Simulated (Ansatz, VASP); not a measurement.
One calculation of SiO2, two programs

The input INCAR:

```
SYSTEM = SiO2
  PREC = Accurate
  ENCUT = 520
  EDIFF = 1E-7
  ISMEAR = -1
  SIGMA = 0.05
  LREAL = .FALSE.
  LASPH = .TRUE.
  NELM = 60
  ALGO = Normal
  ISIF = 2
  LWAVE = .FALSE.
  LCHARG = .FALSE.
  GGA = PE
  NBANDS = 25
```

KPOINTS

```
Automatic mesh
0
G
  8 8 8
  0 0 0
```

The input POSCAR:

```
SiO2
1.0
   -2.4438094603      2.4438094603      3.6062642229
    2.4438094603     -2.4438094603      3.6062642229
    2.4438094603      2.4438094603     -3.6062642229
Si O
2 4
Direct
    0.7500000000      0.2500000000      0.5000000000
    0.0000000000      0.0000000000      0.0000000000
    0.8750000000      0.0282138700      0.6532138700
    0.7782138700      0.1250000000      0.1532138700
    0.9717861300      0.6250000000      0.8467861300
    0.3750000000      0.2217861300      0.3467861300
```

input.yaml

```yaml
crystal:
  lattice:
    - [-2.4438094603, 2.4438094603, 3.6062642229]
    - [2.4438094603, -2.4438094603, 3.6062642229]
    - [2.4438094603, 2.4438094603, -3.6062642229]
  atoms:
    - { symbol: Si, position: [0.75, 0.25, 0.5] }
    - { symbol: Si, position: [0.0, 0.0, 0.0] }
    - { symbol: O, position: [0.875, 0.02821387, 0.65321387] }
    - { symbol: O, position: [0.77821387, 0.125, 0.15321387] }
    - { symbol: O, position: [0.97178613, 0.625, 0.84678613] }
    - { symbol: O, position: [0.375, 0.22178613, 0.34678613] }
hamiltonian:
  xc: pbe
  pseudopotentials: { kind: paw }
kpoints:
  mp_grid: { grid: [8, 8, 8] }
scf:
  occupations: { method: fermi_dirac, width: 0.05 }
output:
  forces: true
  stress: true
  eigenvalues: true
  write_density: true
  write_potential: true
  elf: true
  volumetric_format: npy
```

Change from the starting cell: volume scaled by 0.96.

Alike in both runs: task single point; functional PBE; k mesh 8 × 8 × 8; occupations fermi-dirac, width 0.05 eV; no spin polarisation.

|  | VASP | Ansatz |
| --- | --- | --- |
| version | VASP 6.6.1 | Ansatz 0.2.0 |
| potentials or method | VASP PAW PBE potentials, release 64 (Si, O) | Ansatz PAW |
| plane-wave cutoff (eV) | 520 | 420 |
| valence electrons in the cell | 32 | 32 |

|  | VASP | Ansatz | Ansatz less VASP |
| --- | --- | --- | --- |
| gap on the k mesh at the Fermi level (eV) | 6.14 | 6.14 | -0.001 |
| least direct gap on the mesh (eV) | 6.14 | 6.14 | -0.001 |
| pressure (GPa) | 12.2 | 12.0 | -0.17 |
| largest component of the traceless stress (GPa) | 0.12 | 0.16 | +0.035 |
| rms of the force components (eV/Å) | 0.355 | 0.355 | +0.0003 |

Atom by atom the forces differ by 0.000 eV/Å (rms over components).

Caveats: the pressure holds a Pulay correction of +0.5 GPa for the finite cutoff (Ansatz). A k mesh can miss the band edges.
